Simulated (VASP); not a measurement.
Input:

```
CsCl
1.0
    3.97388     0.00000     0.00000
    0.00000     3.97388     0.00000
    0.00000     0.00000     3.97388
Cs Cl
1 1
Cartesian
  0.00000   0.00000   0.00000
  1.98694   1.98694   1.98694
```

These are LDA (Ceperley-Alder, Perdew-Zunger), VASP's LDA PAW potentials (set 64) (plane waves; VASP 6.6.1) values and carry that method's errors. Settings: 400 eV cut-off, 7×7×7 Γ-centred mesh, Gaussian smearing of 0.010 eV, potentials Cs_sv Cl.

Give the electronic dielectric tensor ε∞ (DFPT, local fields included).

```
3.15  0.00  0.00
0.00  3.15  0.00
0.00  0.00  3.15
```

Give the Born effective charges.

```json
[
 {"atom": "Cs1", "Z*xx": "1.35", "Z*yy": "1.35", "Z*zz": "1.35", "mean": "1.35"},
 {"atom": "Cl2", "Z*xx": "-1.35", "Z*yy": "-1.35", "Z*zz": "-1.35", "mean": "-1.35"}
]
```

And the static tensor with the ions free?

```
7.20  0.00  0.00
0.00  7.20  0.00
0.00  0.00  7.20
```

Which frequencies do the optical Γ-point modes have (no LO-TO splitting)?

112 (×3) cm⁻¹.

The compound is CsCl in the CsCl type structure. It was relaxed first, which changed the volume by -10 %.
